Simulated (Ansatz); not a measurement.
## Two Ansatz runs on Sb

The cell is the one relaxed in the Materials Project (mp-80), not relaxed further here; entries there can be hypothetical.

First run: DFT, r2SCAN, PAW with Ansatz's default frozen-core files, scalar-relativistic (Ansatz 0.2.0).

Command: `ansatz run input.yaml --threads 1 --pin off --max-ram 2048MiB --backend cpu --events-out ev --progress --plain --runs-dir out` The run took 17 s on 1 thread of Intel(R) Xeon(R) Platinum 8488C (Sapphire Rapids) (shared host), peak memory 0.55 GiB.

```yaml
crystal:
  lattice:
    - [3.3545324186, 0.0, 0.0]
    - [-1.6772662093, 2.9051102923, 0.0]
    - [0.0, 0.0, 5.47016065]
  atoms:
    - { symbol: Sb, position: [0.3333333333, 0.6666666667, 0.25] }
    - { symbol: Sb, position: [0.6666666667, 0.3333333333, 0.75] }
kpoints:
  mp_grid: { grid: [13, 13, 7] }
  band_path:
    path:
      - [0.0, 0.0, 0.0]
      - [0.5, 0.0, 0.0]
      - [0.3333333333, 0.3333333333, 0.0]
      - [0.0, 0.0, 0.0]
      - [0.0, 0.0, 0.5]
      - [0.5, 0.0, 0.5]
      - [0.3333333333, 0.3333333333, 0.5]
      - [0.0, 0.0, 0.5]
      - [0.5, 0.0, 0.5]
    npoints: 14
scf:
  occupations: { method: fermi_dirac, width: 0.05 }
hamiltonian:
  xc: r2scan
  pseudopotentials: { kind: paw }
output:
  forces: true
  stress: true
  eigenvalues: true
  efg: { contact_densities: true }
  populations: true
  bader: true
  dos: { projected: true, de: 0.2, e_range: [-14, 8] }
  write_density: true
  write_potential: true
  elf: true
  volumetric_format: npy
```

Result: converged; pressure 0.90 GPa; no gap on the k mesh; 6 SCF iterations.

No spin–orbit coupling, which matters for the heavy atoms here.

A second run of a changed input logged this at its end:

```
Error: YAML parse error: error: line 36 column 12: unknown unit factor `Ry/bohr`
  --> <input>:36:12
   |
34 |   populations: true
35 | basis:
36 |   ecutwfc: "40 Ry/bohr"
   |            ^ unknown unit factor `Ry/bohr`
```

**Question.** What was wrong with the input?

**Answer.** A cutoff in the wrong unit, by this change (others could give a like log):
```diff
@@ -23,4 +23,5 @@
 scf:
   occupations: { method: fermi_dirac, width: 0.05 }
+  max_iter: 75
 hamiltonian:
   xc: r2scan
@@ -32,9 +33,5 @@
   efg: { contact_densities: true }
   populations: true
-  bader: true
-  dos: { projected: true, de: 0.2, e_range: [-14, 8] }
-  write_density: true
-  write_potential: true
-  elf: true
-  volumetric_format: npy
+basis:
+  ecutwfc: "40 Ry/bohr"
```
